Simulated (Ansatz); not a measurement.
The system is Ge.

```
Ge
1.0
     5.93000    0.00000    0.00000
     0.00000    5.93000    0.00000
     0.00000    0.00000    6.98000
Ge
12
Cartesian
  2.2237 0.9885 5.2350
  1.9765 5.1887 3.4900
  3.7062 4.9415 1.7450
  3.9535 0.7412 0.0000
  5.1887 1.9765 3.4900
  4.9415 3.7062 5.2350
  0.7412 3.9535 0.0000
  0.9885 2.2237 1.7450
  3.4097 2.5202 1.7450
  5.4852 5.4852 3.4900
  2.5202 3.4097 5.2350
  0.4447 0.4447 0.0000
```

This isn't the form of Ge at room conditions, which is diamond.

```yaml
Program: Ansatz 0.2.0
Task: relaxation of cell and atoms
Functional: PBEsol
Potentials_or_basis: Ansatz PAW
Cutoff: "420 eV (not typed: the program's choice for these potentials)"
k_mesh: 5 × 5 × 4
Occupations: fermi-dirac, width 0.05 eV
Spin: no spin polarisation
```

At the start: volume 20.45 Å³/atom.

**Question.** How do energy, volume and symmetry change on relaxing?

**Answer.** It ends after 6 steps and the volume is 20.38 Å³/atom (-0.4 %); space group P4_32_12 (No. 96, to 0.05 Å).

The path:
```tsv
step	energy change (eV)	largest force (eV/Å)	volume (Å³)
1	0.0000	0.8537	245.45
2	-0.1693	0.0907	243.04
3	-0.1869	0.0361	244.93
4	-0.1886	0.0082	244.60
5	-0.1887	0.0038	244.52
6	-0.1885	0.0038	244.52
```

Final structure:
```
Ge
1.0
     5.92905    0.00000    0.00000
     0.00000    5.92905    0.00000
     0.00000    0.00000    6.95590
Ge
12
Direct
  0.36918 0.17187 0.74259
  0.32813 0.86918 0.49259
  0.63082 0.82813 0.24259
  0.67187 0.13082 0.99259
  0.86918 0.32813 0.50741
  0.82813 0.63082 0.75741
  0.13082 0.67187 0.00741
  0.17187 0.36918 0.25741
  0.58834 0.41166 0.25000
  0.91166 0.91166 0.50000
  0.41166 0.58834 0.75000
  0.08834 0.08834 0.00000
```

Caveat: the plane-wave basis is chosen anew once the cell has moved, so the energies of steps on either side of that aren't comparable; the PAW data sets come from PBE, with cores solved anew for the run's functional, which leaves a small shift of forces and pressure.
